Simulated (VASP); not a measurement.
# Dy (Im-3m) in VASP: notebook

Runs on Dy. Level: PBE. Tasks: single point.

All numbers are computed with VASP 6.6.1; they aren't measurements. Logs are shortened: lines on timing, memory, paths and dates and some standing lists are left out, and cuts for length are marked.

## 1. The structure

It takes space group Im-3m (No. 229, cubic). Conventional cell: a = 4.001 Å, b = 4.001 Å, c = 4.001 Å, α = 90.00°, β = 90.00°, γ = 90.00°. Dy (site symmetry m-3m) is surrounded by 8 Dy at 3.46 Å.

This isn't the form of Dy at room conditions, which is hcp.

## 2. Single point, PBE, collinear spin, ferromagnetic start

The input, INCAR:

```
SYSTEM = Dy
  ADDGRID = .False.
  ALGO = Normal
  EDIFF = 1E-6
  ENCUT = 500
  GGA = PE
  ISIF = 2
  ISMEAR = 0
  ISPIN = 2
  LASPH = .True.
  LCHARG = .False.
  LMAXMIX = 6
  LORBIT = 11
  LREAL = .False.
  LWAVE = .False.
  MAGMOM = 5
  NELM = 100
  PREC = Accurate
  SIGMA = 0.1
```

The input, KPOINTS:

```
k-points
0
Gamma
  17 17 17
  0 0 0
```

The input, POSCAR:

```
Dy
1.0
   -2.0003821482      2.0003821482      2.0003821482
    2.0003821482     -2.0003821482      2.0003821482
    2.0003821482      2.0003821482     -2.0003821482
Dy
1
Direct
    0.0000000000      0.0000000000      0.0000000000
```

Potentials or basis: VASP PAW PBE potentials, release 64 (Dy).

Command:

```sh
$ cat potpaw_PBE.64/Dy/POTCAR > POTCAR
$ mpirun -np 1 vasp_std > vasp.out
```

OUTCAR:

```text
SYSTEM = Dy
   EDIFF = 1E-6
   ENCUT = 500
   GGA = PE
   ISIF = 2
   ISMEAR = 0
   ISPIN = 2
   LASPH = .True.
   LORBIT = 11
   LREAL = .False.
   NELM = 100
   PREC = Accurate

 Found    165 irreducible k-points:

 Following reciprocal coordinates:
            Coordinates               Weight
  0.000000  0.000000  0.000000      1.000000
  0.058824  0.000000  0.000000     12.000000
  0.117647  0.000000  0.000000     12.000000
  0.176471  0.000000  0.000000     12.000000
  0.235294  0.000000  0.000000     12.000000
  0.294118  0.000000  0.000000     12.000000
   k-points           NKPTS =    165   k-points in BZ     NKDIM =    165   number of bands    NBANDS=     17
   number of dos      NEDOS =    301   number of ions     NIONS =      1
   total plane-waves  NPLWV =  21952
   dimension x,y,z NGX =    28 NGY =   28 NGZ =   28
   dimension x,y,z NGXF=    56 NGYF=   56 NGZF=   56
   ions per type =               1
   NGX,Y,Z   is equivalent  to a cutoff of  13.43, 13.43, 13.43 a.u.
   NGXF,Y,Z  is equivalent  to a cutoff of  26.87, 26.87, 26.87 a.u.
 SYSTEM =  Dy
   PREC   = accura    normal or accurate (medium, high low for compatibility)
   ISTART =      0    job   : 0-new  1-cont  2-samecut
   ICHARG =      2    charge: 1-file 2-atom 10-const
   ISPIN  =      2    spin polarized calculation?
   LNONCOLLINEAR =      F non collinear calculations
   LSORBIT =      F    spin-orbit coupling
   LASPH  =      T    aspherical Exc in radial PAW
   ENCUT  =  500.0 eV  36.75 Ry    6.06 a.u.   6.32  6.32  6.32*2*pi/ulx,y,z
   NELM   =    100;   NELMIN=  2; NELMDL= -5     # of ELM steps
   EDIFF  = 0.1E-05   stopping-criterion for ELM
   LREAL  =      F    real-space projection
   EDIFFG = 0.1E-04   stopping-criterion for IOM
   NSW    =      0    number of steps for IOM
   IBRION =     -1    ionic relax: 0-MD 1-quasi-New 2-CG
   NFREE  =      0    steps in history (QN), initial steepest desc. (CG)
   ISIF   =      2    stress and relaxation
   ISYM   =      2    0-nonsym 1-usesym 2-fastsym
   POTIM  = 0.5000    time-step for ionic-motion
   TEBEG  =    0.0;   TEEND  =   0.0 temperature during run
   PSTRESS=    0.0 pullay stress
   NELECT =      20.0000    total number of electrons
   NUPDOWN=      -1.0000    fix difference up-down
   EMIN   =  10.00;   EMAX   =-10.00  energy-range for DOS
   EFERMI =   0.00;   METHOD = LEGACY
   ISMEAR =     0;   SIGMA  =   0.10  broadening in eV -4-tet -1-fermi 0-gaus
   EFERMI_NEDOS =   21; number of points for ismear=-14 and -15
   IALGO  =     38    algorithm
   IMIX   =      4    mixing-type and parameters
     AMIX     =   0.40;   BMIX     =  1.00
     AMIX_MAG =   1.60;   BMIX_MAG =  1.00
  volume/ion in A,a.u.               =      32.02       216.07
  Fermi-wavevector in a.u.,A,eV,Ry     =   1.399432  2.644543 26.645792  1.958410
  Thomas-Fermi vector in A             =   2.522492
   LORBIT       =     11    0 simple, 1 ext, 2 COOP (PROOUT), +10 PAW based schemes
   GGA     = PE    functional components
   LHFCALC =     F    Hartree Fock is set to
   AEXX    =    0.0000 exact exchange contribution
   IVDW    =     0    specifies the selected vdW correction
   LEPSILON=     F    determine dielectric tensor
   LRPA    =     F    only Hartree local field effects (RPA)
 spin polarized calculation
 Gauss-broadening in eV      SIGMA  =   0.10
  energy-cutoff  :      500.00
  volume of cell :       32.02
 maximum number of plane-waves:       832
 NGX is ok and might be reduce to    28
   NGX = 13   NGY = 13   NGZ = 13

 number of electron      20.0000005 magnetization       4.4619017

 Free energy of the ion-electron system (eV)
  ---------------------------------------------------
  ext. energy  EPLUGINS =         0.00000000
  ---------------------------------------------------
  free energy    TOTEN  =        -7.92986756 eV

  energy without entropy =       -7.90508309  energy(sigma->0) =       -7.91747532

 E-fermi :   2.8520     XC(G=0): -10.0657

 val. band max:        2.8498495028   @ k =  -0.4118   0.4706   0.3529
 cond. band min:       2.8524457635   @ k =  -0.4118  -0.4118   0.2353
 fundamental gap:      0.0025962606
 Fermi energy:         2.8519846973

 spin component 1

 k-point     1 :       0.0000    0.0000    0.0000
  band No.  band energies     occupation
      1     -44.1664      1.00000
      2     -19.7029      1.00000
      3     -19.7029      1.00000
      4     -19.7029      1.00000
      5      -2.2493      1.00000
      6      -0.4342      1.00000
[... 9 lines left out ...]
     16       6.9944      0.00000
     17       6.9944      0.00000

 k-point     2 :       0.0588    0.0000    0.0000
  band No.  band energies     occupation
      1     -44.1644      1.00000
      2     -19.7275      1.00000
      3     -19.7105      1.00000
      4     -19.7031      1.00000
      5      -2.1482      1.00000
      6      -0.4374      1.00000
[... 9 lines left out ...]
     16       6.8727      0.00000
     17       6.9962      0.00000
[... 61 lines left out ...]
 k-point     6 :       0.2941    0.0000    0.0000
  band No.  band energies     occupation
      1     -44.1293      1.00000
      2     -20.1429      1.00000
      3     -19.8423      1.00000
      4     -19.7059      1.00000
      5      -0.4926      1.00000
      6      -0.4647      1.00000
[... 9 lines left out ...]
     16       7.2655      0.00000
     17       7.3537      0.00000

 [... further k-points ...]

 spin component 2

 k-point     1 :       0.0000    0.0000    0.0000
  band No.  band energies     occupation
      1     -42.1602      1.00000
      2     -18.2494      1.00000
      3     -18.2493      1.00000
      4     -18.2493      1.00000
      5      -2.1389      1.00000
      6       2.5877      0.99991
[... 9 lines left out ...]
     16       7.5613      0.00000
     17       7.5614      0.00000

 k-point     2 :       0.0588    0.0000    0.0000
  band No.  band energies     occupation
      1     -42.1579      1.00000
      2     -18.2784      1.00000
      3     -18.2580      1.00000
      4     -18.2496      1.00000
      5      -2.0339      1.00000
      6       2.5854      0.99992
[... 9 lines left out ...]
     16       7.4259      0.00000
     17       7.5629      0.00000
[... 61 lines left out ...]
 k-point     6 :       0.2941    0.0000    0.0000
  band No.  band energies     occupation
      1     -42.1162      1.00000
      2     -18.7648      1.00000
      3     -18.4092      1.00000
      4     -18.2533      1.00000
      5      -0.0607      1.00000
      6       2.5693      0.99997
[... 9 lines left out ...]
     16       7.8499      0.00000
     17       7.9320      0.00000

 [... further k-points ...]
[... 5 lines left out ...]
  --------------------------------------------------------------------------------------
  -------------------------------------------------------------------------------------
  Total        0.3017636      0.3017636      0.3017636      0.0000000      0.0000000     -0.0000000
  in kB       15.1000549     15.1000549     15.1000549      0.0000000      0.0000000     -0.0000000
  external PRESSURE =      15.1000549 kB  Pullay stress =       0.0000000 kB

 VOLUME and BASIS-vectors are now :
 -----------------------------------------------------------------------------
  energy-cutoff  :      500.00
  volume of cell :       32.02
      direct lattice vectors                 reciprocal lattice vectors
    -2.000382148  2.000382148  2.000382148     0.000000000  0.249952241  0.249952241
     2.000382148 -2.000382148  2.000382148     0.249952241  0.000000000  0.249952241
     2.000382148  2.000382148 -2.000382148     0.249952241  0.249952241  0.000000000

 POSITION                                       TOTAL-FORCE (eV/Angst)
 -----------------------------------------------------------------------------------
      0.00000      0.00000      0.00000        -0.000000      0.000000     -0.000000
 -----------------------------------------------------------------------------------
    total drift:                               -0.000000     -0.000000     -0.000000

  FREE ENERGIE OF THE ION-ELECTRON SYSTEM (eV)
  ---------------------------------------------------
  free  energy   TOTEN  =        -7.9298675565 eV

  energy  without entropy=       -7.9050830901  energy(sigma->0) =       -7.91747532

 total charge

# of ion       s       p       d       f       tot
--------------------------------------------------
    1        2.164   5.816   0.475   9.339  17.793

 magnetization (x)

# of ion       s       p       d       f       tot
--------------------------------------------------
    1        0.007  -0.065   0.005   4.490   4.437
```

stdout:

```text
POSCAR found type information on POSCAR Dy
 POSCAR found :  1 types and       1 ions
 scaLAPACK will be used
 LDA part: xc-table for (Slater+PW92), standard interpolation
 POSCAR, INCAR and KPOINTS ok, starting setup
 FFT: planning ... GRIDC
 FFT: planning ... GRID_SOFT
 FFT: planning ... GRID
 WAVECAR not read
 entering main loop
```

Wall time 5.5 min (1 thread of Intel Xeon Platinum 8488C (Sapphire Rapids), shared host); peak memory 0.31 GiB.

The run converged, but some of its settings lie outside the range that counts as converged, so its numbers aren't taken as properties of the crystal.

Results:

```
Free energy                                           : -7.9299 eV
Pressure                                              : 1.5 GPa
Band gap on the k mesh                                : none (metal or under the smearing width)
Net moment                                            : 4.46 μB per cell
Site moments                                          : Dy +4.44 μB
Valence electrons inside the program's atomic spheres : Dy 17.79
```

Caveat: the magnetic or orbital state may not be the lowest; spin-orbit coupling is left out, which moves the levels of the heavy elements.

## 3. Single point, PBE, collinear spin, ferromagnetic start

Edit INCAR of step 2 so:

```diff
@@ -4,3 +4,3 @@
   EDIFF = 1E-6
-  ENCUT = 500
+  ENCUT = 600
   GGA = PE
```

KPOINTS is that of step 2.

POSCAR is that of step 2.

Potentials or basis: VASP PAW PBE potentials, release 64 (Dy).

Command:

```sh
$ cat potpaw_PBE.64/Dy/POTCAR > POTCAR
$ mpirun -np 1 vasp_std > vasp.out
```

It took 4.7 min on 1 thread of Intel Xeon Platinum 8488C (Sapphire Rapids), shared host; peak memory 0.34 GiB.

The run converged, but some of its settings lie outside the range that counts as converged, so its numbers aren't taken as properties of the crystal.

What came out:

```
Free energy                                           : -7.9313 eV
Pressure                                              : 1.8 GPa
Band gap on the k mesh                                : none (metal or under the smearing width)
Net moment                                            : 4.46 μB per cell
Site moments                                          : Dy +4.44 μB
Valence electrons inside the program's atomic spheres : Dy 17.79
```

Caveat: the magnetic or orbital state may not be the lowest; spin-orbit coupling is left out, which moves the levels of the heavy elements.
